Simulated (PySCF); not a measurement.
One entry of a table of gas-phase calculations, keyed by method. Lists by class give the value and the number of equivalent atoms.

```json
{
 "name": "phenolate",
 "formula": "C6H5O",
 "smiles": "[O-]c1ccccc1",
 "inchi": "InChI=1S/C6H6O/c7-6-4-2-1-3-5-6/h1-5,7H/p-1",
 "charge": -1,
 "multiplicity": 1,
 "geometry_level": "PBE0-D3(BJ)/def2-TZVP",
 "electronic_structure_code": "PySCF",
 "results": {
  "PBE0-D3(BJ)/def2-TZVP geometry optimisation, gas phase": {
   "point_group": "C2v",
   "rotational_constants_GHz": [5.777, 2.709, 1.844]
  },
  "PBE0/pcSseg-2 ground state and GIAO shieldings, non-relativistic": {
   "homo_eV": -0.41,
   "lumo_eV": 4.25,
   "shift_vs_computed_TMS_C_by_class_ppm": [
    [187.4, 1],
    [136.2, 2],
    [128.7, 2],
    [102.4, 1]
   ],
   "shift_vs_computed_TMS_H_by_class_ppm": [
    [6.79, 2],
    [6.17, 2],
    [5.37, 1]
   ],
   "shielding_other_nuclei_by_class_ppm": [
    ["O", -2.5, 1]
   ]
  }
 }
}
```

The rotational constants make it an asymmetric top with κ = (2B − A − C)/(A − C) = -0.56, nearer the prolate limit (−1). With B = h/(8π²I), that is 505.379 GHz u Å² over I, the principal moments of inertia are 87.5, 186.6 and 274.0 u Å² (most abundant isotopes).

Geometry: PBE0-D3(BJ)/def2-TZVP; no solvent, vibrations or thermal averaging. No diffuse functions stand in pcSseg-2, which bears on an anion's orbital energies.
